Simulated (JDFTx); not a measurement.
CaO:

```xyz
2
Lattice="0.0000 2.4036 2.4036 2.4036 0.0000 2.4036 2.4036 2.4036 0.0000" Properties=species:S:1:pos:R:3 pbc="T T T"
Ca    0.0000    0.0000    0.0000
O     2.4036    2.4036    2.4036
```

The cell is a database's computed one.

Program: JDFTx 1.7.0 (patched build). Alike in all runs: task single point; no spin polarisation; cell as given.

Task: Order these runs on this cell by their band gap on the k mesh, lowest first.
A. level GLLB-SC; potentials or basis PseudoDojo-SR-PBE-0.5-standard; k mesh 10 × 10 × 10; cutoff (eV) 1143; smearing fixed; density cutoff over wavefunction cutoff 8; SCF threshold on the energy 1e-09 Ha; SCF threshold on the residual 1e-05; mesh quality not flagged
B. level PBE; potentials or basis PseudoDojo-SR-PBE-0.5-standard; k mesh 10 × 10 × 10; cutoff (eV) 1143; smearing fermi-dirac 0.05 eV; density cutoff over wavefunction cutoff 4; SCF threshold on the energy 1e-08 Ha; mesh quality not flagged
C. level HLE16; potentials or basis PseudoDojo-SR-PBE-0.5-standard; k mesh 10 × 10 × 10; cutoff (eV) 1143; smearing fermi-dirac 0.05 eV; density cutoff over wavefunction cutoff 8; SCF threshold on the energy 1e-09 Ha; mesh quality not flagged
D. level BJ06; potentials or basis SG15-PBE-1.2; k mesh 4 × 4 × 4; cutoff (eV) 1088; smearing fermi-dirac 0.05 eV; density cutoff over wavefunction cutoff 8; SCF threshold on the energy 1e-09 Ha; SCF threshold on the residual 1e-05; mesh quality coarse

Result: B (3.66 eV), D (4.03 eV), C (4.55 eV), A (5.36 eV).

Caveats: some runs use coarse meshes; a model potential gives levels but no total energy (some runs); the gap lacks the derivative discontinuity (some runs); the potentials were made for a functional far from this one (some runs).

A k mesh can miss the band edges.
